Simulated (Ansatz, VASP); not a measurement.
# Ta in VASP and in Ansatz

```
CELL_PARAMETERS angstrom
0.00000 2.12639 2.12639
2.12639 0.00000 2.12639
2.12639 2.12639 0.00000
ATOMIC_POSITIONS crystal
Ta 0.00000 0.00000 0.00000
```

Alike in both runs: task single point; functional PBE; k mesh 8 × 8 × 8; occupations gaussian, width 0.05 eV; no spin polarisation.

|  | VASP | Ansatz |
| --- | --- | --- |
| version | VASP 6.6.1 | Ansatz 0.2.0 |
| potentials or method | VASP PAW PBE potentials, release 64 (Ta_pv) | scalar-relativistic, plane waves, PAW |
| plane-wave cutoff (eV) | 520 | 420 |
| valence electrons in the cell | 11 | 13 |

```csv
,VASP,Ansatz,Ansatz less VASP
pressure (GPa),-2.6,-2.5,0.00
```

With one functional, cell and mesh, what is left measures potentials, basis and numerics. The two sets of potentials don't hold the same shells in valence.

Spin-orbit coupling is left out, which matters for the levels of Ta.
